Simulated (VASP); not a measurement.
# Al (Fm-3m) in VASP: settings compared

One crystal, Al, is run at these levels: AM05, PBE, HSE03; tasks: relaxation of cell and atoms, single point.

All numbers are computed with VASP 6.6.1; they aren't measurements. Logs are shortened: lines on timing, memory, paths and dates and some standing lists are left out, and cuts for length are marked.

### 1 Starting point

It takes space group Fm-3m (No. 225, cubic). The conventional cell has a = 4.050 Å, b = 4.050 Å, c = 4.050 Å, α = 90.00°, β = 90.00°, γ = 90.00°. Al (site symmetry m-3m) has 12 Al at 2.86 Å as nearest neighbours.

### 2 Relaxation of cell and atoms, AM05

INCAR reads:

```
SYSTEM = Al
PREC = Accurate
ENCUT = 600
EDIFF = 1E-6
ISMEAR = -1
SIGMA = 0.05
LREAL = .False.
LASPH = .True.
NELM = 80
ALGO = Fast
ISIF = 3
LWAVE = .False.
LCHARG = .False.
GGA = AM
IBRION = 2
NSW = 40
EDIFFG = -0.01
```

KPOINTS reads:

```
regular mesh
0
Gamma
  11 11 11
  0 0 0
```

POSCAR reads:

```
Al
1.0
    0.0000000000      2.0248050000      2.0248050000
    2.0248050000      0.0000000000      2.0248050000
    2.0248050000      2.0248050000      0.0000000000
Al
1
Direct
    0.0000000000      0.0000000000      0.0000000000
```

Potentials or basis: VASP PAW PBE potentials, release 64 (Al).

The run is started by

```bash
> cat potpaw_PBE.64/Al/POTCAR > POTCAR
> mpirun -np 1 vasp_std > vasp.out
```

OUTCAR:

```text
SYSTEM = Al
   PREC = Accurate
   ENCUT = 600
   EDIFF = 1E-6
   ISMEAR = -1
   LREAL = .False.
   LASPH = .True.
   NELM = 80
   ISIF = 3
   GGA = AM
   IBRION = 2
   NSW = 40
   EDIFFG = -0.01

 ion  position               nearest neighbor table
   1  0.000  0.000  0.000-

  LATTYP: Found a face centered cubic cell.
 ALAT       =     4.0496100000

  Lattice vectors:

 A1 = (   0.0000000000,   2.0248050000,   2.0248050000)
 A2 = (   2.0248050000,   0.0000000000,   2.0248050000)
 A3 = (   2.0248050000,   2.0248050000,   0.0000000000)

Analysis of symmetry for initial positions (statically):
=====================================================================
 Subroutine PRICEL returns:
 Original cell was already a primitive cell.

 Routine SETGRP: Setting up the symmetry group for a
 face centered cubic supercell.

 Subroutine GETGRP returns: Found 48 space group operations
 (whereof 48 operations were pure point group operations)
 out of a pool of 48 trial point group operations.

The static configuration has the point symmetry O_h .

Analysis of symmetry for dynamics (positions and initial velocities):
=====================================================================
 Subroutine PRICEL returns:
 Original cell was already a primitive cell.

 Routine SETGRP: Setting up the symmetry group for a
 face centered cubic supercell.

 Subroutine GETGRP returns: Found 48 space group operations
 (whereof 48 operations were pure point group operations)
 out of a pool of 48 trial point group operations.

The dynamic configuration has the point symmetry O_h .

 Subroutine INISYM returns: Found 48 space group operations
 (whereof 48 operations are pure point group operations),
 and found     1 'primitive' translations

----------------------------------------------------------------------------------------

                                     Primitive cell

  volume of cell :      16.6027

  direct lattice vectors                    reciprocal lattice vectors
     0.000000000  2.024805000  2.024805000    -0.246937359  0.246937359  0.246937359
     2.024805000  0.000000000  2.024805000     0.246937359 -0.246937359  0.246937359
     2.024805000  2.024805000  0.000000000     0.246937359  0.246937359 -0.246937359

  length of vectors
     2.863506692  2.863506692  2.863506692     0.427708053  0.427708053  0.427708053

  position of ions in fractional coordinates (direct lattice)
     0.000000000  0.000000000  0.000000000

  ion indices of the primitive-cell ions
   primitive index   ion index
                 1           1

----------------------------------------------------------------------------------------

 KPOINTS: regular mesh

Automatic generation of k-mesh.
 Grid dimensions read from file:
 generate k-points for:   11   11   11

 Generating k-lattice:

  Cartesian coordinates                     Fractional coordinates (reciprocal lattice)
    -0.022448851  0.022448851  0.022448851     0.090909091  0.000000000  0.000000000
     0.022448851 -0.022448851  0.022448851     0.000000000  0.090909091  0.000000000
     0.022448851  0.022448851 -0.022448851     0.000000000  0.000000000  0.090909091

  Length of vectors
     0.038882550  0.038882550  0.038882550

  Shift w.r.t. Gamma in fractional coordinates (k-lattice)
     0.000000000  0.000000000  0.000000000

 Subroutine IBZKPT returns following result:
 ===========================================

 Found     56 irreducible k-points:

 Following reciprocal coordinates:
            Coordinates               Weight
  0.000000  0.000000  0.000000      1.000000
  0.090909  0.000000  0.000000      8.000000
  0.181818  0.000000  0.000000      8.000000
  0.272727  0.000000  0.000000      8.000000
  0.363636  0.000000  0.000000      8.000000
  0.454545  0.000000  0.000000      8.000000
[... 16 lines left out ...]
 -0.272727  0.181818  0.000000     24.000000
 -0.181818  0.181818  0.000000     12.000000
 [... further k-points ...]
   k-points           NKPTS =     56   k-points in BZ     NKDIM =     56   number of bands    NBANDS=      5
   number of dos      NEDOS =    301   number of ions     NIONS =      1
   total plane-waves  NPLWV =  13824
   dimension x,y,z NGX =    24 NGY =   24 NGZ =   24
   dimension x,y,z NGXF=    48 NGYF=   48 NGZF=   48
   ions per type =               1
   NGX,Y,Z   is equivalent  to a cutoff of  13.93, 13.93, 13.93 a.u.
   NGXF,Y,Z  is equivalent  to a cutoff of  27.87, 27.87, 27.87 a.u.
 SYSTEM =  Al
   PREC   = accura    normal or accurate (medium, high low for compatibility)
   ISTART =      0    job   : 0-new  1-cont  2-samecut
   ICHARG =      2    charge: 1-file 2-atom 10-const
   ISPIN  =      1    spin polarized calculation?
   LNONCOLLINEAR =      F non collinear calculations
   LSORBIT =      F    spin-orbit coupling
   LASPH  =      T    aspherical Exc in radial PAW
   ENCUT  =  600.0 eV  44.10 Ry    6.64 a.u.   5.72  5.72  5.72*2*pi/ulx,y,z
   NELM   =     80;   NELMIN=  2; NELMDL= -5     # of ELM steps
   EDIFF  = 0.1E-05   stopping-criterion for ELM
   LREAL  =      F    real-space projection
   EDIFFG = -.1E-01   stopping-criterion for IOM
   NSW    =     40    number of steps for IOM
   IBRION =      2    ionic relax: 0-MD 1-quasi-New 2-CG
   NFREE  =      1    steps in history (QN), initial steepest desc. (CG)
   ISIF   =      3    stress and relaxation
   ISYM   =      2    0-nonsym 1-usesym 2-fastsym
   POTIM  = 0.5000    time-step for ionic-motion
   TEBEG  =    0.0;   TEEND  =   0.0 temperature during run
   PSTRESS=    0.0 pullay stress
   NELECT =       3.0000    total number of electrons
   NUPDOWN=      -1.0000    fix difference up-down
   EMIN   =  10.00;   EMAX   =-10.00  energy-range for DOS
   EFERMI =   0.00;   METHOD = LEGACY
   ISMEAR =    -1;   SIGMA  =   0.05  broadening in eV -4-tet -1-fermi 0-gaus
   EFERMI_NEDOS =   21; number of points for ismear=-14 and -15
   IALGO  =     68    algorithm
   IMIX   =      4    mixing-type and parameters
     AMIX     =   0.40;   BMIX     =  1.00
     AMIX_MAG =   1.60;   BMIX_MAG =  1.00
  volume/ion in A,a.u.               =      16.60       112.04
  Fermi-wavevector in a.u.,A,eV,Ry     =   0.925526  1.748991 11.654733  0.856599
  Thomas-Fermi vector in A             =   2.051390
   LORBIT       =      0    0 simple, 1 ext, 2 COOP (PROOUT), +10 PAW based schemes
   GGA     = AM    functional components
   LHFCALC =     F    Hartree Fock is set to
   AEXX    =    0.0000 exact exchange contribution
   IVDW    =     0    specifies the selected vdW correction
   LEPSILON=     F    determine dielectric tensor
   LRPA    =     F    only Hartree local field effects (RPA)
 conjugate gradient relaxation of ions
 non-spin polarized calculation
 RMM-DIIS sequential band-by-band and
  energy-cutoff  :      600.00
  volume of cell :       16.60
 maximum number of plane-waves:       564
   NGX = 11   NGY = 11   NGZ = 11

--------------------------------------- Ionic step        1  -------------------------------------------

 number of electron       3.0000000 magnetization

 Free energy of the ion-electron system (eV)
  ---------------------------------------------------
  ext. energy  EPLUGINS =         0.00000000
  ---------------------------------------------------
  free energy    TOTEN  =        -4.02420327 eV

  energy without entropy =       -4.02027142  energy(sigma->0) =       -4.02223735

------------------------ aborting loop because EDIFF is reached ----------------------------------------

  FORCE on cell =-STRESS in cart. coord.  units (eV):
  Direction    XX          YY          ZZ          XY          YZ          ZX
  --------------------------------------------------------------------------------------
  -------------------------------------------------------------------------------------
  Total       -0.2538902     -0.2538902     -0.2538902     -0.0000000      0.0000000     -0.0000000
  in kB      -24.5006107    -24.5006107    -24.5006107     -0.0000000      0.0000000     -0.0000000
  external PRESSURE =     -24.5006107 kB  Pullay stress =       0.0000000 kB
[... 55 lines left out ...]
  energy  without entropy=       -4.0240196672  energy(sigma->0) =       -4.02592399

--------------------------------------- Ionic step        3  -------------------------------------------

 number of electron       3.0000000 magnetization

 Free energy of the ion-electron system (eV)
  ---------------------------------------------------
  ext. energy  EPLUGINS =         0.00000000
  ---------------------------------------------------
  free energy    TOTEN  =        -4.02804624 eV

  energy without entropy =       -4.02421433  energy(sigma->0) =       -4.02613029

 E-fermi :   8.2159     XC(G=0): -10.3375

 val. band max:        8.1769334510   @ k =  -0.4545   0.3636   0.0000
 cond. band min:       8.2509607173   @ k =   0.4545   0.1818   0.0909
 fundamental gap:      0.0740272663
 Fermi energy:         8.2158767633

 k-point     1 :       0.0000    0.0000    0.0000
  band No.  band energies     occupation
      1      -3.0747      2.00000
      2      20.9587      0.00000
      3      20.9587      0.00000
      4      20.9587      0.00000
      5      22.6576      0.00000

 k-point     2 :       0.0909    0.0000    0.0000
  band No.  band energies     occupation
      1      -2.8467      2.00000
      2      18.0423      0.00000
      3      20.3571      0.00000
      4      20.3571      0.00000
      5      23.2501      0.00000
[... 169 lines left out ...]
 k-point    24 :      -0.1818    0.1818    0.0000
  band No.  band energies     occupation
      1      -0.6625      2.00000
      2      12.0744      0.00000
      3      13.6056      0.00000
      4      20.2871      0.00000
      5      22.3158      0.00000

 [... further k-points ...]

------------------------ aborting loop because EDIFF is reached ----------------------------------------

  FORCE on cell =-STRESS in cart. coord.  units (eV):
  Direction    XX          YY          ZZ          XY          YZ          ZX
  --------------------------------------------------------------------------------------
  -------------------------------------------------------------------------------------
  Total        0.0003642      0.0003642      0.0003642      0.0000000      0.0000000     -0.0000000
  in kB        0.0362124      0.0362124      0.0362124      0.0000000      0.0000000     -0.0000000
  external PRESSURE =       0.0362124 kB  Pullay stress =       0.0000000 kB
[... 16 lines left out ...]
  FREE ENERGIE OF THE ION-ELECTRON SYSTEM (eV)
  ---------------------------------------------------
  free  energy   TOTEN  =        -4.0280462418 eV

  energy  without entropy=       -4.0242143346  energy(sigma->0) =       -4.02613029

 reached required accuracy - stopping structural energy minimisation
```

Run time: 6.5 s. Hardware: 1 thread of Intel Xeon Platinum 8488C (Sapphire Rapids), shared host; peak memory 0.14 GiB.

Results:

| Quantity | Value |
| --- | --- |
| Free energy | -4.0280 eV |
| Relaxed volume | 16.11 Å³/atom |
| Relaxed cell | a = 2.835 Å, b = 2.835 Å, c = 2.835 Å, α = 60.00°, β = 60.00°, γ = 60.00° |
| Space group after relaxing (to 0.05 Å) | Fm-3m (No. 225) |
| Energy gained by relaxing | 3.8 meV/atom |
| Ionic steps | 3 |
| Pressure after relaxing | 0.0 GPa |
| Band gap on the k mesh | none (metal or under the smearing width) |

Step by step:
```tsv
step	energy change (eV)	largest force (eV/Å)	pressure (GPa)	volume (Å³)
1	0.0000	0.0000	-2.45	16.60
2	-0.0036	0.0000	0.62	16.00
3	-0.0038	0.0000	0.00	16.11
```

Final structure:
```
Al
1.0
     0.00000    2.00468    2.00468
     2.00468    0.00000    2.00468
     2.00468    2.00468    0.00000
Al
1
Cartesian
  0.0000 0.0000 0.0000
```

Levels at points of the mesh, in eV from the Fermi level:
```
           k point  band 1  band 2  band 3  band 4
(0.00, 0.00, 0.00)  -11.29   12.74   12.74   12.74
```

Caveat: the PAW data sets were made with another functional, which shifts forces and pressure a little.

### 3 Single point, PBE

INCAR reads:

```
  PREC = Accurate
  ENCUT = 520
  EDIFF = 1E-7
  ISMEAR = 0
  SIGMA = 0.018000000000000002
  LREAL = False
  LASPH = True
  NELM = 80
  ALGO = Fast
  ISIF = 2
  LWAVE = False
  LCHARG = False
  GGA = PE
  NBANDS = 8
```

KPOINTS reads:

```
regular mesh
0
Gamma
  11 11 11
```

POSCAR is that of step 2.

Potentials or basis: VASP PAW PBE potentials, release 64 (Al).

The run is started by

```bash
> cat potpaw_PBE.64/Al/POTCAR > POTCAR
> mpirun -np 1 vasp_std > vasp.out
```

Wall time 5.9 s (1 thread of Intel Xeon 6975P-C (Granite Rapids), shared host); peak memory 0.13 GiB.

It converged, with:

* Free energy: -3.7527 eV
* Pressure: -0.5 GPa
* Band gap on the k mesh: none (metal or under the smearing width)

Levels at points of the mesh, in eV from the Fermi level:
| k point | band 1 | band 2 | band 3 | band 4 | band 5 | band 6 |
| --- | --- | --- | --- | --- | --- | --- |
| (0.00, 0.00, 0.00) | -11.11 | 12.56 | 12.56 | 12.56 | 14.01 | 14.01 |

### 4 Relaxation of cell and atoms, HSE03

POSCAR is that of step 3.

INCAR.step1 reads:

```
PREC = Accurate
ENCUT = 600
EDIFF = 1E-5
ISMEAR = -1
SIGMA = 0.05
LREAL = F
LASPH = T
NELM = 60
ALGO = Normal
LWAVE = T
LCHARG = F
GGA = PE
```

INCAR.step2 reads:

```
PREC = Accurate
ENCUT = 600
EDIFF = 1E-7
ISMEAR = -1
SIGMA = 0.05
LREAL = F
LASPH = T
NELM = 60
ALGO = Normal
ISIF = 3
LWAVE = F
LCHARG = F
GGA = PE
LHFCALC = T
HFSCREEN = 0.3
PRECFOCK = Fast
IBRION = 2
NSW = 60
EDIFFG = -0.01
ISTART = 1
```

KPOINTS reads:

```
Automatic mesh
0
Gamma
  6 6 6
```

The run is started by

```bash
> cat potpaw_PBE.64/Al/POTCAR > POTCAR
> cp INCAR.step1 INCAR
> mpirun -np 1 vasp_std > vasp.out
> cp INCAR.step2 INCAR
> mpirun -np 1 vasp_std > vasp.out
```

Run time: 46 s. Hardware: 1 thread of Intel Xeon 6975P-C (Granite Rapids), shared host; peak memory 0.23 GiB.

The run converged. Its results:

| Property | Result |
| --- | --- |
| Free energy | -4.0892 eV |
| Relaxed volume | 16.45 Å³/atom |
| Relaxed cell | a = 2.854 Å, b = 2.854 Å, c = 2.854 Å, α = 60.00°, β = 60.00°, γ = 60.00° |
| Space group after relaxing (to 0.05 Å) | Fm-3m (No. 225) |
| Energy gained by relaxing | 0.4 meV/atom |
| Ionic steps | 3 |
| Pressure after relaxing | 0.0 GPa |
| Band gap on the k mesh | none (metal or under the smearing width) |

The path:
```tsv
step	energy change (eV)	largest force (eV/Å)	pressure (GPa)	volume (Å³)
1	0.0000	0.0000	-0.74	16.60
2	-0.0004	0.0000	0.13	16.42
3	-0.0004	0.0000	0.01	16.45
```

Final structure:
```cif
data_structure
_symmetry_space_group_name_H-M 'P 1'
_symmetry_Int_Tables_number 1
_cell_length_a 2.8545
_cell_length_b 2.8545
_cell_length_c 2.8545
_cell_angle_alpha 60.000
_cell_angle_beta 60.000
_cell_angle_gamma 60.000
_cell_volume 16.45
loop_
_atom_site_label
_atom_site_type_symbol
_atom_site_fract_x
_atom_site_fract_y
_atom_site_fract_z
_atom_site_occupancy
Al1 Al 0.00000 0.00000 0.00000 1
```

Levels at points of the mesh, in eV from the Fermi level:
| k point | band 1 | band 2 | band 3 | band 4 | band 5 |
| --- | --- | --- | --- | --- | --- |
| (0.00, 0.00, 0.00) | -12.97 | 13.10 | 13.10 | 13.10 | 14.64 |
| (0.50, 0.00, 0.00) | -5.60 | -5.33 | 11.83 | 11.83 | 11.86 |
| (0.50, 0.50, 0.00) | -3.75 | -2.16 | 5.28 | 5.67 | 5.67 |

Caveat: the k mesh is coarse (spacing up to 0.45 Å⁻¹), so the values aren't converged, least of all with exact exchange; the PAW data sets were made with another functional, which shifts forces and pressure a little.

### 5 The reference run

An earlier run on the cell as given: functional PBE; potentials or basis VASP PAW PBE potentials, release 64 (Al); cutoff 520 eV; k mesh 11 × 11 × 11; occupations fermi-dirac, width 0.05 eV; no spin polarisation.

- Pressure: -0.5 GPa
- Band gap on the k mesh: none (metal or under the smearing width)

### 6 Overview

```csv
task,level,cell,k mesh,cutoff (eV),smearing,grid for exact exchange (PRECFOCK),mesh quality,gap on the mesh (eV),pressure (GPa),relaxed volume (Å³/atom)
relaxation of cell and atoms,AM05,relaxed,11 × 11 × 11,600,fermi-dirac 0.05 eV,-,not flagged,none,0.0,16.11
single point,PBE,as given,11 × 11 × 11,520,gaussian 0.018 eV,-,not flagged,none,-0.5,-
relaxation of cell and atoms,HSE03,relaxed,6 × 6 × 6,600,fermi-dirac 0.05 eV,Fast,coarse,none,0.0,16.45
single point,PBE,as given,11 × 11 × 11,520,fermi-dirac 0.05 eV,-,not flagged,none,-0.5,-
```

Alike in all rows: potentials or basis VASP PAW PBE potentials, release 64 (Al); no spin polarisation.

Caveats: some runs use coarse meshes; the PAW data sets were made with another functional, which shifts forces and pressure a little (some runs).

Total energies depend on the potentials used, so only differences within one code and one set of settings carry meaning.

### 7 How close it comes

Step 2. The cell as given is a measured one (16.60 Å³/atom); AM05 puts the equilibrium volume -3.0 % from it, thermal expansion not counted.
